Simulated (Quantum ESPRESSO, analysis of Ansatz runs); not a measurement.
# A hop of O in In2O3 (R-3c), charge 0 (Quantum ESPRESSO), part 2 of 3

How high is the barrier when O changes place in In2O3 (R-3c)? The case: V_O hop (2.8 Å), charge 0, in a cell of 80 host atoms with 1 O taken out.

Quantum ESPRESSO 7.5; Quantum ESPRESSO plane-wave DFT, PBEsol, GBRV 1.5 PBEsol potentials; nudged elastic band between two relaxed defect structures.

So far: The starting structure; Relaxation of the start point, charge 0.

### Step 3. Relaxation of the end point, charge 0

Level of this step: Quantum ESPRESSO plane-wave DFT, PBEsol, GBRV 1.5 PBEsol potentials; relaxation of all atoms of a defect supercell (Quantum ESPRESSO).

The end point is relaxed in the same cell and settings, so that the two energies compare. Atoms more than 3.2 Å from the middle of the hop start where the first relaxation left them, the nearer ones on or close to their ideal places, with small random displacements.

Input file pw.in:

```
&CONTROL
  calculation = 'relax'
  prefix = 'pwscf'
  outdir = './tmp'
  pseudo_dir = './pseudo'
  tprnfor = .true.
  disk_io = 'low'
  nstep = 70
  forc_conv_thr = 0.00078
  etot_conv_thr = 0.0001
/
&SYSTEM
  ibrav = 0
  nat = 79
  ntyp = 2
  ecutwfc = 36
  ecutrho = 288
  nbnd = 353
  occupations = 'fixed'
  nosym = .true.
/
&ELECTRONS
  conv_thr = 8d-08
  electron_maxstep = 100
  mixing_beta = 0.5
/
&IONS
  ion_dynamics = 'bfgs'
/
ATOMIC_SPECIES
In   114.8180 in_pbesol_v1.4.uspp.F.UPF
O     15.9990 o_pbesol_v1.2.uspp.F.UPF
CELL_PARAMETERS angstrom
   5.4978745703    3.1741994431    9.6511633505
  -5.4978745703    3.1741994431    9.6511633505
   0.0000000000   -6.3483986861    9.6511633503
ATOMIC_POSITIONS crystal
In     0.3198505010    0.3207972583    0.3253341019
In     0.4296506225    0.4309029317    0.4272292625
[... 3 atom lines left out ...]
O      0.3754686887    0.2261214360    0.0227259346
[... 4 atom lines left out ...]
In     0.3213675635    0.3201850921    0.8219662763
In     0.4287493000    0.4287554605    0.9297128150
[... 5 atom lines left out ...]
O      0.4782382877    0.1298513355    0.7720208296
O      0.2740754230    0.4767246411    0.6246616913
[... 4 atom lines left out ...]
In     0.0709768077    0.5708723893    0.0698864634
[... 8 atom lines left out ...]
In     0.1783588352    0.6780169624    0.6793449224
[... 2 atom lines left out ...]
O      0.3757158540    0.7260017506    0.5229826381
O      0.5228999468    0.3758794387    0.7269849295
O      0.4770700600    0.6239566792    0.7734171543
[... 20 atom lines left out ...]
O      0.6245307610    0.2752398764    0.9684250903
[... 13 atom lines left out ...]
In     0.5702641518    0.5720730017    0.5713158323
[... 5 atom lines left out ...]
O      0.6246962277    0.7741778198    0.9750251608
K_POINTS gamma
```

Started as:

```bash
$ OMP_NUM_THREADS=1 mpirun -n 4 pw.x -in pw.in > pw.out
```

What it wrote:

```text
[shortened: banners, details of potentials and solvers, and blank lines are left out]
[banner, memory and clock lines left out]
     gamma-point specific algorithms are used
     one sub-group per band group will be used
     bravais-lattice index     =            0
     lattice parameter (alat)  =      21.8300  a.u.
     unit-cell volume          =    6819.5630 (a.u.)^3
     number of atoms/cell      =           79
     number of atomic types    =            2
     number of electrons       =       698.00
     number of Kohn-Sham states=          353
     kinetic-energy cutoff     =      36.0000  Ry
     charge density cutoff     =     288.0000  Ry
     scf convergence threshold =      8.0E-08
     mixing beta               =       0.5000
     number of iterations used =            8  plain     mixing
     energy convergence thresh.=      1.0E-04
     force convergence thresh. =      7.8E-04
     Exchange-correlation= SLA  PW   PSX  PSC
                           (   1   4  10   8   0   0   0)
     nstep                     =           70
     crystal axes: (cart. coord. in units of alat)
               a(1) = (   0.475927   0.274777   0.835459 )
               a(2) = (  -0.475927   0.274777   0.835459 )
               a(3) = (   0.000000  -0.549553   0.835459 )
     PseudoPot. # 1 for In read from file:
     in_pbesol_v1.4.uspp.F.UPF
     Pseudo is Ultrasoft + core correction, Zval = 13.0
[...]
PseudoPot. # 2 for O  read from file:
     o_pbesol_v1.2.uspp.F.UPF
     Pseudo is Ultrasoft + core correction, Zval =  6.0
[...]
atomic species   valence    mass     pseudopotential
     In               13.00   114.81800     In( 1.00)
     O                 6.00    15.99900     O ( 1.00)
     No symmetry found
     site n.     atom                  positions (alat units)
         1        In     tau(   1) = (  -0.0004506  -0.0027534   0.8070381  )
         2        In     tau(   2) = (  -0.0005960   0.0016748   1.0758895  )
         3        In     tau(   3) = (   0.0004199  -0.0003193   0.4502517  )
         4        In     tau(   4) = (  -0.0007801  -0.0016637   0.1777713  )
         5        O      tau(   5) = (  -0.1679095  -0.0154453   0.5220477  )
         6        O      tau(   6) = (   0.0710784   0.1528137   0.5215904  )
         7        O      tau(   7) = (   0.0966236  -0.1362826   0.5226553  )
         8        O      tau(   8) = (   0.1652282   0.0181556   0.7303953  )
[...]
number of k points=     1
                       cart. coord. in units 2pi/alat
        k(    1) = (   0.0000000   0.0000000   0.0000000), wk =   2.0000000
     Dense  grid:   281435 G-vectors     FFT dimensions: ( 120, 120, 120)
     Smooth grid:    99485 G-vectors     FFT dimensions: (  90,  90,  90)
     starting charge     649.9999, renormalised to     698.0000
     Self-consistent Calculation
     iteration #  1     ecut=    36.00 Ry     beta= 0.50
     total energy              =   -5766.99600362 Ry
     estimated scf accuracy    <      40.23850809 Ry
     iteration #  2     ecut=    36.00 Ry     beta= 0.50
     total energy              =   -5778.13920387 Ry
     estimated scf accuracy    <       4.95663275 Ry
     iteration #  3     ecut=    36.00 Ry     beta= 0.50
     total energy              =   -5778.99795273 Ry
     estimated scf accuracy    <       0.24693803 Ry
[...]
estimated scf accuracy    <       0.00001682 Ry
     iteration # 10     ecut=    36.00 Ry     beta= 0.50
     total energy              =   -5779.01953378 Ry
     estimated scf accuracy    <       0.00000111 Ry
[... 123 further cycles ...]
     iteration #  7     ecut=    36.00 Ry     beta= 0.50
     total energy              =   -5779.08118507 Ry
     estimated scf accuracy    <          1.4E-09 Ry
     iteration #  8     ecut=    36.00 Ry     beta= 0.50
     End of self-consistent calculation
          k = 0.0000 0.0000 0.0000 ( 12405 PWs)   bands (ev):
    -8.8016  -8.4103  -8.3622  -8.3247  -8.3225  -8.3007  -8.2413  -8.2182
    -8.2138  -8.2033  -8.2029  -8.1714  -8.0849  -8.0607  -8.0595  -8.0069
    -7.9325  -7.9249  -7.8932  -7.8857  -7.8705  -7.8550  -7.8286  -7.8082
    -7.8022  -7.7963  -7.7942  -7.7876  -7.7772  -7.7675  -7.7586  -7.7493
    -7.7393  -7.7355  -7.7191  -7.7147  -7.7070  -7.7018  -7.6988  -7.6946
    -7.6919  -7.6444  -7.6382  -7.6066  -7.5644  -7.5371  -7.5331  -3.6329
    -3.6258  -3.6027  -3.5811  -3.5796  -3.5688  -3.5597  -3.5551  -3.5524
    -3.5147  -3.5115  -3.4846  -3.4842  -3.4818  -3.4621  -3.4575  -3.4535
[...]
13.0884
     highest occupied, lowest unoccupied level (ev):     9.6316   11.6818
!    total energy              =   -5779.08118507 Ry
     estimated scf accuracy    <          2.2E-10 Ry
     The total energy is the sum of the following terms:
     one-electron contribution =   -1434.18926179 Ry
     hartree contribution      =    1320.34236232 Ry
     xc contribution           =   -1540.94228728 Ry
     ewald contribution        =   -4124.29199831 Ry
     convergence has been achieved in   8 iterations
     Forces acting on atoms (cartesian axes, Ry/au):
     atom    1 type  1   force =    -0.00003150    0.00001974   -0.00009415
     atom    2 type  1   force =     0.00056883   -0.00009472    0.00035824
     atom    3 type  1   force =     0.00039810   -0.00002611   -0.00026983
     atom    4 type  1   force =     0.00005019   -0.00024951   -0.00008757
     atom    5 type  2   force =    -0.00011973   -0.00028435    0.00038103
     atom    6 type  2   force =     0.00001627   -0.00002619    0.00018041
     atom    7 type  2   force =     0.00017959   -0.00000423    0.00005180
     atom    8 type  2   force =    -0.00008836   -0.00016171   -0.00032257
[...]
Total force =     0.004778     Total SCF correction =     0.000057
     Energy error            =      5.1E-05 Ry
     Gradient error          =      8.7E-04 Ry/Bohr
     number of scf cycles    =  16
     number of bfgs steps    =  15
     energy             old  =   -5779.0811336062 Ry
     energy             new  =   -5779.0811850656 Ry
     CASE: energy            _new < energy            _old
     new trust radius        =       0.0034357280 bohr
     new conv_thr            =       0.0000000008 Ry
ATOMIC_POSITIONS (crystal)
In               0.3204749681        0.3217237565        0.3209607118
In               0.4283245479        0.4295730182        0.4286592422
In               0.1779203454        0.1812625279        0.1789377831
In               0.0718479367        0.0721703352        0.0707061955
O                0.0221463851        0.3769387469        0.2265404292
O                0.3708483272        0.2377940438        0.0180514614
O                0.2267222288        0.0237440930        0.3739095527
O                0.4756985214        0.1270193214        0.2704138866
[...]
Self-consistent Calculation
     iteration #  1     ecut=    36.00 Ry     beta= 0.50
     total energy              =   -5779.08121314 Ry
     estimated scf accuracy    <       0.00002072 Ry
     iteration #  2     ecut=    36.00 Ry     beta= 0.50
     total energy              =   -5779.08121604 Ry
     estimated scf accuracy    <       0.00000693 Ry
     iteration #  3     ecut=    36.00 Ry     beta= 0.50
     total energy              =   -5779.08121758 Ry
     estimated scf accuracy    <       0.00000109 Ry
[...]
estimated scf accuracy    <       0.00000004 Ry
     iteration #  6     ecut=    36.00 Ry     beta= 0.50
     total energy              =   -5779.08121776 Ry
     estimated scf accuracy    <          3.9E-09 Ry
     iteration #  7     ecut=    36.00 Ry     beta= 0.50
     total energy              =   -5779.08121776 Ry
     estimated scf accuracy    <          1.0E-09 Ry
     iteration #  8     ecut=    36.00 Ry     beta= 0.50
     End of self-consistent calculation
          k = 0.0000 0.0000 0.0000 ( 12405 PWs)   bands (ev):
    -8.8016  -8.4093  -8.3622  -8.3253  -8.3227  -8.2999  -8.2419  -8.2187
    -8.2133  -8.2035  -8.2032  -8.1708  -8.0844  -8.0609  -8.0590  -8.0043
    -7.9326  -7.9250  -7.8947  -7.8842  -7.8695  -7.8557  -7.8295  -7.8081
    -7.8017  -7.7968  -7.7942  -7.7877  -7.7774  -7.7677  -7.7590  -7.7498
    -7.7389  -7.7354  -7.7188  -7.7165  -7.7073  -7.7017  -7.6987  -7.6946
    -7.6923  -7.6448  -7.6388  -7.6068  -7.5649  -7.5369  -7.5335  -3.6319
    -3.6249  -3.6023  -3.5812  -3.5790  -3.5683  -3.5591  -3.5548  -3.5525
    -3.5150  -3.5109  -3.4852  -3.4841  -3.4811  -3.4623  -3.4581  -3.4536
[...]
13.0884
     highest occupied, lowest unoccupied level (ev):     9.6319   11.6825
!    total energy              =   -5779.08121776 Ry
     estimated scf accuracy    <          1.7E-10 Ry
     The total energy is the sum of the following terms:
     one-electron contribution =   -1434.22031779 Ry
     hartree contribution      =    1320.35807443 Ry
     xc contribution           =   -1540.94258374 Ry
     ewald contribution        =   -4124.27639065 Ry
     convergence has been achieved in   8 iterations
     Forces acting on atoms (cartesian axes, Ry/au):
     atom    1 type  1   force =     0.00006372   -0.00016449    0.00012729
     atom    2 type  1   force =     0.00049553    0.00012111    0.00012322
     atom    3 type  1   force =     0.00014352   -0.00013838   -0.00027889
     atom    4 type  1   force =    -0.00000434   -0.00016076    0.00001517
     atom    5 type  2   force =    -0.00005938   -0.00028064    0.00033170
     atom    6 type  2   force =    -0.00000523    0.00013793    0.00002834
     atom    7 type  2   force =     0.00010255   -0.00016465    0.00017562
     atom    8 type  2   force =     0.00003978   -0.00002593   -0.00018141
[...]
Total force =     0.003740     Total SCF correction =     0.000043
     Energy error            =      3.3E-05 Ry
     Gradient error          =      6.1E-04 Ry/Bohr
     bfgs converged in  17 scf cycles and  16 bfgs steps
     (criteria: energy <  1.0E-04 Ry, force <  7.8E-04 Ry/Bohr)
     End of BFGS Geometry Optimization
     Final energy             =   -5779.0812177597 Ry
Begin final coordinates
ATOMIC_POSITIONS (crystal)
In               0.3204749681        0.3217237565        0.3209607118
In               0.4283245479        0.4295730182        0.4286592422
In               0.1779203454        0.1812625279        0.1789377831
In               0.0718479367        0.0721703352        0.0707061955
O                0.0221463851        0.3769387469        0.2265404292
O                0.3708483272        0.2377940438        0.0180514614
O                0.2267222288        0.0237440930        0.3739095527
O                0.4756985214        0.1270193214        0.2704138866
[...]
End final coordinates
```

It took 22 min on 4 MPI ranks of Arm Neoverse V1, shared host; peak memory 1.9 GiB; 88 min of CPU time.

Relaxation path:

```tsv
step	energy less that of the first step (eV)
0	0.0000
1	-0.3041
2	-0.5088
3	-0.6739
4	-0.7287
5	-0.7640
6	-0.7902
7	-0.8029
8	-0.8141
9	-0.8227
10	-0.8286
11	-0.8324
12	-0.8351
13	-0.8369
14	-0.8381
15	-0.8388
16	-0.8393
```

The atoms that moved most (Å):

```tsv
atom	dx	dy	dz	length
In24	-0.076	-0.114	0.103	0.172
In33	-0.079	0.117	-0.080	0.162
In53	-0.124	-0.010	0.100	0.160
In11	0.096	0.012	-0.093	0.134
In12	0.103	0.006	0.084	0.133
O59	0.085	-0.050	0.074	0.123
O20	0.002	0.094	0.068	0.117
O9	0.005	0.088	-0.070	0.113
```

Neighbours of O37 at the end:

```tsv
atom	distance (Å)
In73	2.139
In53	2.190
In11	2.214
In12	2.242
O6	2.717
O38	2.868
O18	2.970
O19	2.999
```

Read from the output:

* highest filled level: 9.632 eV
* lowest empty level: 11.68 eV
* r.m.s. move of the farther half of the atoms: 0.02387 Å
* largest move from the ideal geometry of this structure, a common shift of the far atoms taken out: 0.1597 Å

The relaxation gained 0.839 eV and ended with a largest force component of 0.016 eV/Å. The end lies within 1 meV of the start.

[end of part 2 of 3]

[Logs are printed without paths, hosts, clocks, repeated set-up lines and the standing remarks that a program may print on its own settings, such as how far it seeks lower states.]

[Hosts, paths, dates, database ids (printed as entryN), source tags and the programs' standing remarks are cut or masked in the printed files.]
